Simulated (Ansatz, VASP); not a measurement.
# LiH: VASP beside Ansatz

```
CELL_PARAMETERS angstrom
-0.05515 2.15797 2.15797
2.15797 -0.05515 2.15797
2.15797 2.15797 -0.05515
ATOMIC_POSITIONS crystal
Li 0.99805 0.99805 0.99805
H 0.25195 0.25195 0.25195
```

Change from the starting cell: epitaxial_111 strain +3.2%.

Alike in both runs: task single point; functional PBE; k mesh 10 × 10 × 10; occupations fermi-dirac, width 0.02 eV; no spin polarisation.

|  | VASP | Ansatz |
| --- | --- | --- |
| version | VASP 6.6.1 | Ansatz 0.2.0 |
| potentials or method | VASP PAW PBE potentials, release 64 (Li_sv, H) | plane waves, PAW |
| plane-wave cutoff (eV) | 520 | 420 |
| valence electrons in the cell | 4 | 4 |

VASP gave:

```
gap on the k mesh at the Fermi level (eV) : 4.11
```

Question: Which values does Ansatz return?

Answer: gap on the k mesh at the Fermi level (eV): 4.10.

 A k mesh can miss the band edges.
